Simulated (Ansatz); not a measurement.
# Fe (Fmmm) in Ansatz: a series of runs

Runs on Fe. Level: PBEsol. Tasks: single point.

All numbers are computed with Ansatz 0.2.0; they aren't measurements. Logs are shortened: lines on timing, memory, paths and dates and some standing lists are left out, and cuts for length are marked.

## Step 1: The cell of the first run

It takes space group Fmmm (No. 69, orthorhombic). Conventional cell: a = 2.997 Å, b = 3.773 Å, c = 3.883 Å, α = 90.00°, β = 90.00°, γ = 90.00°. Fe (site symmetry mmm) has 12 Fe at 2.41 to 2.71 Å as nearest neighbours.

This isn't the form of Fe at room conditions, which is bcc.

## Step 2: Single point, PBEsol, collinear spin, ferromagnetic start, 10.98 Å³/atom (strain_z = -0.04)

input.yaml reads:

```yaml
crystal:
  lattice:
    - [0.0, 1.9417396906, 1.8865009558]
    - [1.4984397099, 0.0, 1.8865009558]
    - [1.4984397099, 1.9417396906, 0.0]
  atoms:
    - { symbol: Fe, position: [0.0, 0.0, 0.0], spin: 3.0 }
kpoints:
  mp_grid: { grid: [13, 13, 13] }
scf:
  occupations: { method: fermi_dirac, width: 0.05 }
hamiltonian:
  xc: pbesol
  pseudopotentials: { kind: all_electron, lapw: { basis_error: 0.001 } }
magnetization:
  spin_polarized: true
output:
  forces: true
  stress: true
  eigenvalues: true
```

Potentials or basis: all-electron LAPW, scalar-relativistic.

On the command line:

```sh
ansatz run input.yaml --threads 2 --pin off --max-ram 6144MiB --backend cpu --events-out ev --progress --plain --runs-dir out
```

Standard output:

```text
Warning: RAYON_NUM_THREADS=2 ignored (pool sized by the plan → 2); use --threads N
LAPW: plane waves up to 9.299 Å⁻¹, error target 1.0e-3 eV per atom; small_component_spin mean_spin; Fe in spheres of 1.205 Å, 16 of its electrons in bands, Dirac shells [] (how accurate: hamiltonian.pseudopotentials.lapw.basis_error, Limitations)
Engine: ansatz 0.2.0, x86_64-unknown-linux-gnu
Pseudopotentials: kind: all_electron
Pseudopotential: Fe, LAPW, valence charge 16, lapw/all_electron/scalar/gaussian/Fe, Koelling and Harmon's equation, gaussian nucleus
Functional definition: PBEsol
  exchange = pbesol_x
  correlation = pbesol_c
Crystal: 1 atoms, lattice volume = 10.978 Å³
Basis set: ecut = 329.4597391439428 eV, 149 PW (Γ), FFT grids on a1−a3, a2, a3, exchange–correlation at level 2
Bands: 14, of which v1, the nominal top of the filled ones, is band 8 counted from 1 (7 counted from 0)
Symmetry: 8 space group operations
Space group: Fmmm (ITA 69), of the structure as read, at distance tolerance 2.2e-5 Å
Magnetic group: BNS 69.521 (UNI 619), of the structure as read, at distance tolerance 2.2e-5 Å
k-points: 343 of 2197
Non-local potential: Fe, projectors of the file, none
Initial density: superposition of atomic densities (chi_scale 0.1, normalization cell)
Starting moments: Σ|m| = 3 μB on 1 of 1 site
Initial wavefunctions: plane waves of lowest kinetic energy (no species holds an atomic orbital)
Functional: x = pbesol(κ = 0.804, μ = 0.12345679012345678), c = pbesol(β = 0.046)
iter 1 solved again at ethr=5.42e-5 eV; its pass at ethr=1.00e-1 eV (dr2=8.67e-3 eV) is discarded
SCF iter   1: F=—  HF=-34602.363690 eV  |F-HF|=—  |Δ(HF+E_count)|=         —  Δρ=3.90e-2 (↑3.90e-2 ↓3.63e-2)  dr2=8.82e-3  dr2_m=1.37e-1  M=2.227 μB ∫|m|=2.249 μB  β_m=0.30  ethr=5.42e-5  ⟨swp⟩=3.2  Hψ=71967  notcnv=0
Mixer restart at iter 1: flushing history
preconditioner: auto → none  [metal: Δε(μ)=0.011 eV  Ē_g=15.449 eV  σ=0.050 eV  W_gap=0.06  n_scr=0 (ndim 8)  ℏωp=31.7 eV  f_vac=0.000  D(μ)=1.05/eV (n_scr^D=12)]
SCF iter   2: F=—  HF=-34602.391303 eV  |F-HF|=—  |Δ(HF+E_count)|=   2.76e-2  Δρ=2.61e-2 (↑2.61e-2 ↓2.55e-2)  dr2=1.99e-3  dr2_m=6.56e-2  M=2.230 μB ∫|m|=2.263 μB  β_m=0.53  ethr=5.42e-5  ⟨swp⟩=2.1  Hψ=27282  notcnv=0
SCF iter   3: F=—  HF=-34602.455206 eV  |F-HF|=—  |Δ(HF+E_count)|=   6.39e-2  Δρ=1.21e-2 (↑1.21e-2 ↓1.01e-2)  dr2=2.71e-3  dr2_m=1.12e-2  M=2.119 μB ∫|m|=2.182 μB  β_m=0.48  ethr=1.24e-5  ⟨swp⟩=3.0  Hψ=30872  notcnv=0
iter 4 solved again at ethr=6.97e-8 eV; its pass at ethr=1.24e-5 eV (dr2=1.12e-5 eV) is discarded
SCF iter   4: F=—  HF=-34602.447243 eV  |F-HF|=—  |Δ(HF+E_count)|=   7.96e-3  Δρ=5.18e-4 (↑4.23e-4 ↓5.18e-4)  dr2=1.12e-5  dr2_m=1.88e-5  M=2.123 μB ∫|m|=2.203 μB  β_m=0.74  ethr=6.97e-8  ⟨swp⟩=2.8  Hψ=46953  notcnv=0
SCF iter   5: F=—  HF=-34602.448346 eV  |F-HF|=—  |Δ(HF+E_count)|=         —  Δρ=2.21e-4 (↑1.90e-4 ↓2.21e-4)  dr2=3.42e-7  dr2_m=4.10e-6  M=2.122 μB ∫|m|=2.203 μB  β_m=0.87  ethr=6.97e-8  ⟨swp⟩=2.7  Hψ=25064  notcnv=0
the basis was enlarged: its passes take 1022.2 KiB over the memory plan, 2 of 2 planned eigensolver slots
SCF iter   6: F=—  HF=-34602.448442 eV  |F-HF|=—  |Δ(HF+E_count)|=   9.62e-5  Δρ=1.41e-4 (↑1.20e-4 ↓1.41e-4)  dr2=1.76e-7  dr2_m=1.64e-6  M=2.118 μB ∫|m|=2.200 μB  β_m=0.78  ethr=2.14e-9  ⟨swp⟩=3.1  Hψ=28398  notcnv=0
SCF iter   7: F=—  HF=-34602.448443 eV  |F-HF|=—  |Δ(HF+E_count)|=   3.42e-7  Δρ=2.60e-5 (↑2.14e-5 ↓2.60e-5)  dr2=9.61e-9  dr2_m=5.31e-8  M=2.118 μB ∫|m|=2.200 μB  β_m=0.89  ethr=1.10e-9  ⟨swp⟩=2.0  Hψ=24213  notcnv=0
SCF iter   8: F=—  HF=-34602.448443 eV  |F-HF|=—  |Δ(HF+E_count)|=   4.98e-7  Δρ=5.69e-6 (↑5.35e-6 ↓5.69e-6)  dr2=7.39e-10  dr2_m=2.82e-9  M=2.118 μB ∫|m|=2.200 μB  β_m=0.85  ethr=6.01e-11  ⟨swp⟩=3.0  Hψ=27037  notcnv=0
SCF iter   9: F=-34602.448443 eV  HF=-34602.448443 eV  |F-HF|=2.14e-9  |Δ(HF+E_count)|=   2.41e-8  Δρ=1.43e-6 (↑1.43e-6 ↓1.23e-6)  dr2=1.89e-11  dr2_m=1.70e-10  M=2.118 μB ∫|m|=2.200 μB  ethr=4.62e-12  ⟨swp⟩=2.9  Hψ=25361  notcnv=0
SCF 1 converged in 9 iterations: F = -34602.448443 eV  dr2 = 1.89e-11
SCF converged after 9 iterations
Magnetization: 2.1181 μB (9.0590 up, 6.9410 down)
Absolute magnetization: 2.2003 μB (∫|ρ↑−ρ↓|)
Spin contamination: 0.0284 ħ² per cell (⟨S²⟩ above its minimum at these occupations)
Per-site moments (μB) at R_I (Å): [(2.158012793459939, 1.204596119811594)]
Free energy (F): -34602.448443 eV
Harris-Foulkes:  -34602.448443 eV  (|F-HF|=2.14e-9)
Internal energy: -34602.440058 eV  (E = F + TS)
E sigma→0 (E₀):  -34602.444251 eV
Entropy (-TS):   -0.008385 eV (-8.385 meV/atom)
Fermi energy:    19.367425 eV
--- Per-component energies (eV) ---
  E_band       = -199.111551
  E_kinetic    = 35074.485030
  E_xc         = -1490.428442
  E_electrostatic = -68186.496646  (all electrons and nuclei)
  E_smearing   = -0.008385  (= −TS)
  E_closure    = 0.000000  (closes the sum)
  E_atoms      = -34592.699444  (free atoms, spherical and without spin; not in F)
  Σ components = -34602.448443   (vs F -34602.448443, Δ=0.00e0)
  Basis errors (estimates in eV, not in F): energy 2.6e-4 per atom: plane waves 2.3e-4 (1.2e-4 summed), levels above the bands 3.5e-193, relativity 8.2e-9, radial functions 3.2e-5, core shells 1.1e-8; eigenvalues (radial functions only) 1.6e-5; not estimated: angular momenta, meshes, grids; target (lapw.basis_error) 1.0e-3; muffin-tin radii Fe 1.205 Å
--- Forces (eV/Å), atoms counted from 1 ---
  atom   1  Fe    -0.00000000     0.00000000    -0.00000000
  max |Σ_I F_I| component: 1.18e-30 eV/Å
--- Stress (GPa, compression-positive) ---
       -9.929619      -0.000000       0.000000
       -0.000000      -0.939912       0.000000
        0.000000       0.000000       3.827435
  P = ⅓ Tr σ = -2.3474 GPa (-23.474 kbar)
--- Band table (eV; the first three rows and the last of 686) ---
  k-point 0 ↑: bands = ["-68.4970", "-34.4006", "-34.3987", "-34.3776", "10.4953", "16.6911", "16.9317", "17.3146", "17.9394", "18.4622", "42.5238", "44.2283", "44.8720", "49.1518"]
  k-point 1 ↑: bands = ["-68.4918", "-34.4235", "-34.4037", "-34.3855", "10.7399", "16.7139", "16.9381", "17.3499", "17.9036", "18.4274", "41.8285", "43.5550", "44.5180", "48.2457"]
  k-point 2 ↑: bands = ["-68.4774", "-34.4984", "-34.4221", "-34.3908", "11.4422", "16.7003", "16.8454", "17.6102", "17.8491", "18.3636", "39.1344", "42.4989", "44.2032", "47.3940"]
  k-point 342 ↓: bands = ["-65.8689", "-32.4416", "-32.1561", "-31.9516", "15.5535", "16.9749", "20.0552", "21.1282", "21.4877", "22.7032", "29.3696", "35.4422", "37.5068", "42.8778"]
```

It took 26 s on 2 threads of Intel Xeon Platinum 8488C (Sapphire Rapids), shared host; peak memory 0.66 GiB.

Results:

```
Free energy            : -34602.4484 eV
Pressure               : -2.3 GPa
Band gap on the k mesh : none (metal or under the smearing width)
Net moment             : 2.12 μB per cell
Absolute moment        : 2.20 μB per cell
Site moments           : Fe +2.16 μB
```

## Step 3: Single point, PBEsol, collinear spin, ferromagnetic start, 11.21 Å³/atom (strain_z = -0.02)

input.yaml: that of step 2 with these lines changed.

```diff
@@ -2,4 +2,4 @@
   lattice:
-    - [0.0, 1.9417396906, 1.8865009558]
-    - [1.4984397099, 0.0, 1.8865009558]
+    - [0.0, 1.9417396906, 1.9258030591]
+    - [1.4984397099, 0.0, 1.9258030591]
     - [1.4984397099, 1.9417396906, 0.0]
```

Potentials or basis: all-electron LAPW, scalar-relativistic.

On the command line:

```sh
ansatz run input.yaml --threads 2 --pin off --max-ram 6144MiB --backend cpu --events-out ev --progress --plain --runs-dir out
```

Wall time 23 s (2 threads of Intel Xeon Platinum 8488C (Sapphire Rapids), shared host); peak memory 0.65 GiB.

The run converged. Its results:

```yaml
Free_energy: -34602.4488 eV
Pressure: -6.8 GPa
Band_gap_on_the_k_mesh: none (metal or under the smearing width)
Net_moment: 2.14 μB per cell
Absolute_moment: 2.23 μB per cell
Site_moments: Fe +2.19 μB
```
